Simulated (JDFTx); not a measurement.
Write the native input for JDFTx 1.7.0 (patched build) that does the following.

- Task: band structure
- Functional: PBEsol
- Potentials or basis: PseudoDojo-SR-PBEsol-0.4.1-standard
- Cutoff: 1143 eV
- Density cutoff: 9143 eV
- k mesh: 8 × 8 × 8
- Occupations: fermi-dirac, width 0.05 eV
- Spin: no spin polarisation
- Band ratio of the Davidson solver: 1.3
- Bands: 21
- Density cutoff over wavefunction cutoff: 8
- Max SCF steps: 30
- SCF threshold on the energy: 1e-06 Ha
- Solver of the electrons: minimize
- Further solve for the empty bands: no
- Start: density of an earlier self-consistent run, held fixed
- Path: G-X-W-K-G-L-U-W-L-K-U-X

InAs:

```
In As
1.0
     0.00000    3.01800    3.01800
     3.01800    0.00000    3.01800
     3.01800    3.01800    0.00000
In As
1 1
Direct
  0.00000 0.00000 0.00000
  0.75000 0.75000 0.75000
```

One way to write it, as run:

bands.in

```
lattice Face-Centered Cubic 11.4063868882
coords-type Lattice
ion In     0.0000000000     0.0000000000     0.0000000000 1
ion As     0.7500000000     0.7500000000     0.7500000000 1

ion-species pseudo/In.upf
ion-species pseudo/As.upf
elec-cutoff 42 336
elec-ex-corr gga-PBEsol
elec-smearing Fermi 0.0018374661
elec-n-bands 21
electronic-minimize nIterations 30 energyDiffThreshold 1e-06
davidson-band-ratio 1.3
forces-output-coords Cartesian
include path.kpoints
symmetries none
fix-electron-density run.$VAR

dump-name bands.$VAR
dump End Ecomponents EigStats BandEigs Kpoints Forces
```

path.kpoints

```
kpoint +0.0000000000 +0.0000000000 +0.0000000000 0.020000000000
kpoint +0.0714285714 +0.0000000000 +0.0714285714 0.020000000000
kpoint +0.1428571429 +0.0000000000 +0.1428571429 0.020000000000
kpoint +0.2142857143 +0.0000000000 +0.2142857143 0.020000000000
kpoint +0.2857142857 +0.0000000000 +0.2857142857 0.020000000000
kpoint +0.3571428571 +0.0000000000 +0.3571428571 0.020000000000
kpoint +0.4285714286 +0.0000000000 +0.4285714286 0.020000000000
kpoint +0.5000000000 +0.0000000000 +0.5000000000 0.020000000000
kpoint +0.5000000000 +0.0833333333 +0.5833333333 0.020000000000
kpoint +0.5000000000 +0.1666666667 +0.6666666667 0.020000000000
kpoint +0.5000000000 +0.2500000000 +0.7500000000 0.020000000000
kpoint +0.4375000000 +0.3125000000 +0.7500000000 0.020000000000
kpoint +0.3750000000 +0.3750000000 +0.7500000000 0.020000000000
kpoint +0.3281250000 +0.3281250000 +0.6562500000 0.020000000000
kpoint +0.2812500000 +0.2812500000 +0.5625000000 0.020000000000
kpoint +0.2343750000 +0.2343750000 +0.4687500000 0.020000000000
kpoint +0.1875000000 +0.1875000000 +0.3750000000 0.020000000000
kpoint +0.1406250000 +0.1406250000 +0.2812500000 0.020000000000
kpoint +0.0937500000 +0.0937500000 +0.1875000000 0.020000000000
kpoint +0.0468750000 +0.0468750000 +0.0937500000 0.020000000000
kpoint +0.0000000000 +0.0000000000 +0.0000000000 0.020000000000
kpoint +0.0833333333 +0.0833333333 +0.0833333333 0.020000000000
kpoint +0.1666666667 +0.1666666667 +0.1666666667 0.020000000000
kpoint +0.2500000000 +0.2500000000 +0.2500000000 0.020000000000
kpoint +0.3333333333 +0.3333333333 +0.3333333333 0.020000000000
kpoint +0.4166666667 +0.4166666667 +0.4166666667 0.020000000000
kpoint +0.5000000000 +0.5000000000 +0.5000000000 0.020000000000
kpoint +0.5250000000 +0.4500000000 +0.5250000000 0.020000000000
kpoint +0.5500000000 +0.4000000000 +0.5500000000 0.020000000000
kpoint +0.5750000000 +0.3500000000 +0.5750000000 0.020000000000
kpoint +0.6000000000 +0.3000000000 +0.6000000000 0.020000000000
kpoint +0.6250000000 +0.2500000000 +0.6250000000 0.020000000000
kpoint +0.5625000000 +0.2500000000 +0.6875000000 0.020000000000
kpoint +0.5000000000 +0.2500000000 +0.7500000000 0.020000000000
kpoint +0.5000000000 +0.2916666667 +0.7083333333 0.020000000000
kpoint +0.5000000000 +0.3333333333 +0.6666666667 0.020000000000
kpoint +0.5000000000 +0.3750000000 +0.6250000000 0.020000000000
kpoint +0.5000000000 +0.4166666667 +0.5833333333 0.020000000000
kpoint +0.5000000000 +0.4583333333 +0.5416666667 0.020000000000
kpoint +0.5000000000 +0.5000000000 +0.5000000000 0.020000000000
kpoint +0.4791666667 +0.4791666667 +0.5416666667 0.020000000000
kpoint +0.4583333333 +0.4583333333 +0.5833333333 0.020000000000
kpoint +0.4375000000 +0.4375000000 +0.6250000000 0.020000000000
kpoint +0.4166666667 +0.4166666667 +0.6666666667 0.020000000000
kpoint +0.3958333333 +0.3958333333 +0.7083333333 0.020000000000
kpoint +0.3750000000 +0.3750000000 +0.7500000000 0.020000000000
kpoint +0.6250000000 +0.2500000000 +0.6250000000 0.020000000000
kpoint +0.5833333333 +0.1666666667 +0.5833333333 0.020000000000
kpoint +0.5416666667 +0.0833333333 +0.5416666667 0.020000000000
kpoint +0.5000000000 +0.0000000000 +0.5000000000 0.020000000000
```

Potentials or basis: PseudoDojo-SR-PBEsol-0.4.1-standard.

Command:

```bash
$ jdftx -c 1 -i bands.in -o bands.out
```

Results of the run:

```yaml
Band_gap_along_the_path: none (metal or under the smearing width)
```

Caveat: spin-orbit coupling is left out, which moves the levels of the heavy elements.

Run time: 60 s on 1 thread of Arm Neoverse V2, on a shared host, peak memory 0.17 GiB.
